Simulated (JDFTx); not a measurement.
# Cl (Cmce) in JDFTx: equation of state

Aim: energy against volume of Cl in PBEsol, for its equilibrium volume and stiffness.

Everything below comes from runs of JDFTx 1.7.0 (patched build). Logs are shortened: lines on timing, memory, paths and dates and some standing lists are left out, and cuts for length are marked. The log counts tension as positive stress, the text compression.

### Step 1. The crystal as given

Symmetry: Cmce, No. 64, orthorhombic system. Conventional cell: a = 6.290 Å, b = 4.500 Å, c = 8.210 Å, α = 90.00°, β = 90.00°, γ = 90.00°. Cl (site symmetry m) is surrounded by 1 Cl at 2.02 Å.

### Step 2. Equation of state, PBEsol, 27.31 Å³/atom (volume scaled by 0.94)

Cl.in

```
lattice \
    5.8218650547     5.8218650547     0.0000000000 \
   -4.1650862871     4.1650862871     0.0000000000 \
    0.0000000000     0.0000000000    15.1979370746
coords-type Lattice
ion Cl     0.3700000000     0.6300000000     0.4000000000 1
ion Cl     0.1300000000     0.8700000000     0.9000000000 1
ion Cl     0.6300000000     0.3700000000     0.6000000000 1
ion Cl     0.8700000000     0.1300000000     0.1000000000 1

ion-species pseudo/Cl.upf
elec-cutoff 29 232
elec-ex-corr gga-PBEsol
kpoint-folding 7 7 4
elec-smearing Fermi 0.0018374661
elec-n-bands 21
electronic-SCF nIterations 100 energyDiffThreshold 1e-09
electronic-minimize nIterations 30 energyDiffThreshold 1e-7
forces-output-coords Cartesian

dump-name run.$VAR
dump End Ecomponents EigStats BandEigs Kpoints Forces Stress
```

Potentials or basis: PseudoDojo-SR-PBEsol-0.4.1-standard with smoothed tails.

The run is started by

```sh
jdftx -c 1 -i Cl.in -o Cl.out
```

The log of the run:

```text
*************** JDFTx 1.7.0 (patched build) ***************

Input parsed successfully to the following command list (including defaults):
[... the input with its defaults ...]

---------- Setting up symmetries ----------

Found 8 point-group symmetries of the bravais lattice
Found 8 space-group symmetries with basis
Applied RMS atom displacement 5.27284e-17 bohrs to make symmetries exact.

---------- Initializing the Grid ----------
R =
[      5.82187      5.82187            0  ]
[     -4.16509      4.16509            0  ]
[            0            0      15.1979  ]
unit cell volume = 737.056
G =
[    0.53962  -0.754268          0  ]
[    0.53962   0.754268         -0  ]
[         -0          0   0.413424  ]
Minimum fftbox size, Smin = [  52  52  108  ]
Chosen fftbox size, S = [  54  54  108  ]

---------- Initializing tighter grid for wavefunction operations ----------
R =
[      5.82187      5.82187            0  ]
[     -4.16509      4.16509            0  ]
[            0            0      15.1979  ]
unit cell volume = 737.056
G =
[    0.53962  -0.754268          0  ]
[    0.53962   0.754268         -0  ]
[         -0          0   0.413424  ]
Minimum fftbox size, Smin = [  36  36  76  ]
Chosen fftbox size, S = [  36  36  80  ]

---------- Exchange Correlation functional ----------
Initalized PBEsol GGA exchange.
Initalized PBEsol GGA correlation.

---------- Setting up pseudopotentials ----------
Width of ionic core gaussian charges (only for fluid interactions / plotting) set to 0

Reading pseudopotential file 'pseudo/Cl.upf':
  'Cl' pseudopotential, 'PBESOL' functional
  Generated using ONCVPSP code by D. R. Hamann
  7 valence electrons, 2 orbitals, 6 projectors, 1001 radial grid points, with lMax = 2
    3S    l: 0   occupation:  2.0   eigenvalue: -0.757712
    3P    l: 1   occupation:  5.0   eigenvalue: -0.314633
  Core radius for overlap checks: 1.71 bohrs.

Initialized 1 species with 4 total atoms.

Folded 1 k-points by 7x7x4 to 196 k-points.

---------- Setting up k-points, bands, fillings ----------
Reduced to 48 k-points under symmetry.
Computing the number of bands and number of electrons
Calculating initial fillings.
nElectrons:  28.000000   nBands: 21   nStates: 48

----- Setting up reduced wavefunction bases (one per k-point) -----
average nbasis = 5498.872 , ideal nbasis = 5497.836

---------- Setting up ewald sum ----------
Optimum gaussian width for ewald sums = 2.860226 bohr.
Real space sum over 1183 unit cells with max indices [  6  6  3  ]
Reciprocal space sum over 2541 terms with max indices [  5  5  10  ]

---------- Allocating electronic variables ----------
Initializing wave functions:  linear combination of atomic orbitals
Note: number of bands (21) exceeds available atomic orbitals (16)
Cl pseudo-atom occupations:   s ( 2 )  p ( 5 )
	FillingsUpdate:  mu: +0.079720858  nElectrons: 28.000000
LCAOMinimize: Iter:   0  F: -59.9023438370957422  |grad|_K:  1.045e-03  alpha:  1.000e+00
	FillingsUpdate:  mu: +0.084773891  nElectrons: 28.000000
LCAOMinimize: Iter:   1  F: -59.9113373222998362  |grad|_K:  9.341e-05  alpha:  7.490e-01  linmin:  5.239e-02  cgtest: -3.309e-01
	FillingsUpdate:  mu: +0.084608814  nElectrons: 28.000000
[... 5 lines of inner loops ...]
LCAOMinimize: Encountered beta<0, resetting CG.
	FillingsUpdate:  mu: +0.084428412  nElectrons: 28.000000
LCAOMinimize: Iter:   5  F: -59.9114244279993784  |grad|_K:  1.356e-08  alpha:  9.033e-01  linmin:  1.341e-03  cgtest: -5.607e-03
LCAOMinimize: Converged (|Delta F|<1.000000e-06 for 2 iters).

-------- Electronic minimization -----------
Will mix electronic density at each iteration.
	FillingsUpdate:  mu: +0.084428412  nElectrons: 28.000000
	FillingsUpdate:  mu: +0.078690900  nElectrons: 28.000000
SCF: Cycle:  0   F: -60.036127425900681   dF: -1.247e-01   |Residual|: 1.905e-01   |deigs|: 1.385e-01
	FillingsUpdate:  mu: +0.083466268  nElectrons: 28.000000
SCF: Cycle:  1   F: -60.078244376490424   dF: -4.212e-02   |Residual|: 8.572e-02   |deigs|: 1.194e-02
	FillingsUpdate:  mu: +0.086281625  nElectrons: 28.000000
SCF: Cycle:  2   F: -60.085952145760288   dF: -7.708e-03   |Residual|: 2.487e-02   |deigs|: 6.005e-03
	FillingsUpdate:  mu: +0.085734912  nElectrons: 28.000000
SCF: Cycle:  3   F: -60.086176058970260   dF: -2.239e-04   |Residual|: 1.165e-02   |deigs|: 1.541e-03
	FillingsUpdate:  mu: +0.086260584  nElectrons: 28.000000
SCF: Cycle:  4   F: -60.086391579956498   dF: -2.155e-04   |Residual|: 1.992e-03   |deigs|: 8.801e-04
	FillingsUpdate:  mu: +0.086432065  nElectrons: 28.000000
SCF: Cycle:  5   F: -60.086398812023525   dF: -7.232e-06   |Residual|: 5.036e-04   |deigs|: 1.766e-04
	FillingsUpdate:  mu: +0.086433458  nElectrons: 28.000000
SCF: Cycle:  6   F: -60.086401287967185   dF: -2.476e-06   |Residual|: 1.352e-04   |deigs|: 4.724e-05
	FillingsUpdate:  mu: +0.086435410  nElectrons: 28.000000
SCF: Cycle:  7   F: -60.086402285162357   dF: -9.972e-07   |Residual|: 1.816e-04   |deigs|: 3.565e-05
	FillingsUpdate:  mu: +0.086439416  nElectrons: 28.000000
SCF: Cycle:  8   F: -60.086402758000297   dF: -4.728e-07   |Residual|: 9.138e-05   |deigs|: 3.117e-05
	FillingsUpdate:  mu: +0.086434270  nElectrons: 28.000000
SCF: Cycle:  9   F: -60.086402961145552   dF: -2.031e-07   |Residual|: 3.646e-05   |deigs|: 3.104e-05
	FillingsUpdate:  mu: +0.086435756  nElectrons: 28.000000
SCF: Cycle: 10   F: -60.086403054306473   dF: -9.316e-08   |Residual|: 3.192e-05   |deigs|: 2.675e-05
	FillingsUpdate:  mu: +0.086435904  nElectrons: 28.000000
SCF: Cycle: 11   F: -60.086403097893360   dF: -4.359e-08   |Residual|: 4.290e-05   |deigs|: 2.511e-05
	FillingsUpdate:  mu: +0.086435610  nElectrons: 28.000000
SCF: Cycle: 12   F: -60.086403116761012   dF: -1.887e-08   |Residual|: 8.581e-05   |deigs|: 2.473e-05
	FillingsUpdate:  mu: +0.086435827  nElectrons: 28.000000
SCF: Cycle: 13   F: -60.086403129183886   dF: -1.242e-08   |Residual|: 6.327e-05   |deigs|: 2.737e-05
	FillingsUpdate:  mu: +0.086436026  nElectrons: 28.000000
SCF: Cycle: 14   F: -60.086403135595937   dF: -6.412e-09   |Residual|: 3.848e-05   |deigs|: 2.604e-05
	FillingsUpdate:  mu: +0.086436031  nElectrons: 28.000000
SCF: Cycle: 15   F: -60.086403135572098   dF: +2.384e-11   |Residual|: 7.318e-05   |deigs|: 2.568e-05
	FillingsUpdate:  mu: +0.086435557  nElectrons: 28.000000
SCF: Cycle: 16   F: -60.086403140475731   dF: -4.904e-09   |Residual|: 2.685e-05   |deigs|: 1.044e-04
	FillingsUpdate:  mu: +0.086435324  nElectrons: 28.000000
SCF: Cycle: 17   F: -60.086403140905553   dF: -4.298e-10   |Residual|: 2.183e-05   |deigs|: 5.288e-05
	FillingsUpdate:  mu: +0.086435162  nElectrons: 28.000000
SCF: Cycle: 18   F: -60.086403141219215   dF: -3.137e-10   |Residual|: 1.347e-05   |deigs|: 2.747e-05
SCF: Converged (|Delta E|<1.000000e-09 for 2 iters).

Setting wave functions to eigenvectors of Hamiltonian

# Stress tensor in Cartesian coordinates [Eh/a0^3]:
[ -1.37977e-05            0            0  ]
[            0 -1.98195e-05            0  ]
[            0            0 -5.33566e-05  ]

# Ionic positions in lattice coordinates:
ion Cl   0.370000000000000   0.630000000000000   0.400000000000000 1
ion Cl   0.130000000000000   0.870000000000000   0.900000000000000 1
ion Cl   0.630000000000000   0.370000000000000   0.600000000000000 1
ion Cl   0.870000000000000   0.130000000000000   0.100000000000000 1

# Forces in Cartesian coordinates:
force Cl   0.000000000000000   0.005508986460649  -0.010996194181767 1
force Cl   0.000000000000000  -0.005508986460649  -0.010996194181767 1
force Cl   0.000000000000000  -0.005508986460649   0.010996194181767 1
force Cl  -0.000000000000000   0.005508986460649   0.010996194181767 1

# Energy components:
   Eewald =      -46.2374026648350096
       EH =       12.0375825612756291
     Eloc =      -44.7001902780443885
      Enl =        8.9581868179367685
      Exc =      -17.6299633979551160
 Exc_core =        5.3431156187811029
       KE =       22.1422682016219454
-------------------------------------
     Etot =      -60.0864031412190940
       TS =        0.0000000000001202
-------------------------------------
        F =      -60.0864031412192148

IonicMinimize: Iter:   0  F: -60.086403141219215  |grad|_K:  7.101e-03
IonicMinimize: None of the convergence criteria satisfied after 0 iterations.

#--- Lowdin population analysis ---
# oxidation-state Cl +0.052 +0.052 +0.052 +0.052

Dumping 'run.eigStats' ...
	eMin: -0.589351 at state 0 ( [ +0.000000 +0.000000 +0.000000 ] spin 0 )
	HOMO: +0.037480 at state 45 ( [ +0.428571 -0.428571 +0.000000 ] spin 0 )
	mu  : +0.086435
	LUMO: +0.134140 at state 3 ( [ +0.000000 +0.142857 +0.000000 ] spin 0 )
	eMax: +0.430586 at state 18 ( [ +0.142857 +0.428571 +0.000000 ] spin 0 )
	HOMO-LUMO gap: +0.096660
	Optical gap  : +0.099058 at state 0 ( [ +0.000000 +0.000000 +0.000000 ] spin 0 )
Done!
[note: mu as printed may lie anywhere between the filled and the empty levels]
```

Wall time 2.3 min (1 thread of Intel Xeon 6975P-C (Granite Rapids), shared host); peak memory 0.49 GiB.

Results:

| Quantity | Value |
| --- | --- |
| Free energy | -1635.0343 eV |
| Pressure | 0.9 GPa |
| Largest force | 0.632 eV/Å |
| Band gap on the k mesh | 2.63 eV, indirect (least direct gap 2.70 eV) |

Caveat: an odd mesh through Γ misses points on the zone boundary, where band edges often lie.

(Part 1 of 2 ends here.)
